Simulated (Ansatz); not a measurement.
# CuO: the cost of one run

Program: Ansatz 0.2.0. Level of theory: DFT PBE+U, scalar-relativistic, plane waves, PAW. These are calculated values, not measurements.

## (1) The system as given

The structure is monoclinic, space group C2/c (No. 15). Conventional cell: a = 4.684 Å, b = 3.423 Å, c = 5.129 Å, α = 90.00°, β = 99.54°, γ = 90.00°. Around Cu (site symmetry -1) lie 4 O at 1.95 to 1.96 Å. O (site symmetry 2) is surrounded by 4 Cu at 1.95 to 1.96 Å.

Structure file:

```cif
data_structure
_symmetry_space_group_name_H-M 'P 1'
_symmetry_Int_Tables_number 1
_cell_length_a 2.9005
_cell_length_b 2.9005
_cell_length_c 5.1288
_cell_angle_alpha 97.690
_cell_angle_beta 97.690
_cell_angle_gamma 72.315
_cell_volume 40.54
loop_
_atom_site_label
_atom_site_type_symbol
_atom_site_fract_x
_atom_site_fract_y
_atom_site_fract_z
_atom_site_occupancy
Cu1 Cu 0.00000 0.50000 0.00000 1
Cu2 Cu 0.50000 0.00000 0.50000 1
O1 O 0.58160 0.41840 0.25000 1
O2 O 0.41840 0.58160 0.75000 1
```

The structure comes from the Crystallography Open Database.

## (2) Ground state at the listed geometry

input.yaml

```yaml
crystal:
  lattice:
    - [2.34185, -1.7113, 0.0]
    - [2.34185, 1.7113, 0.0]
    - [-0.8500274268, 0.0, 5.0578693947]
  atoms:
    - { symbol: Cu, position: [0.0, 0.5, 0.0], spin: 1.0 }
    - { symbol: Cu, position: [0.5, 0.0, 0.5], spin: 1.0 }
    - { symbol: O, position: [0.5816, 0.4184, 0.25] }
    - { symbol: O, position: [0.4184, 0.5816, 0.75] }
magnetization:
  spin_polarized: true
basis:
  ecutwfc: 420
  fft_grid_basis: typed
kpoints:
  mp_grid: { grid: [10, 10, 6] }
hamiltonian:
  xc: pbe
  hubbard: { sites: [{ species: Cu, l: d, u_eff: 4.0 }] }
scf:
  occupations: { method: gaussian, width: 0.05 }
output:
  forces: true
  stress: true
  eigenvalues: true
  bader: true
  write_density: true
  volumetric_format: npy
  populations: true
  elf: true
```

Launch:

```bash
$ ansatz run input.yaml --threads 2 --pin off --max-ram 4096MiB --backend cpu --events-out ev --progress --plain --runs-dir out
```

What time and memory should one allow on 2 threads of Intel Xeon Platinum 8259CL at 2.50GHz (Skylake/Cascade Lake), shared host?

About 78 s, with a peak of 0.73 GiB.
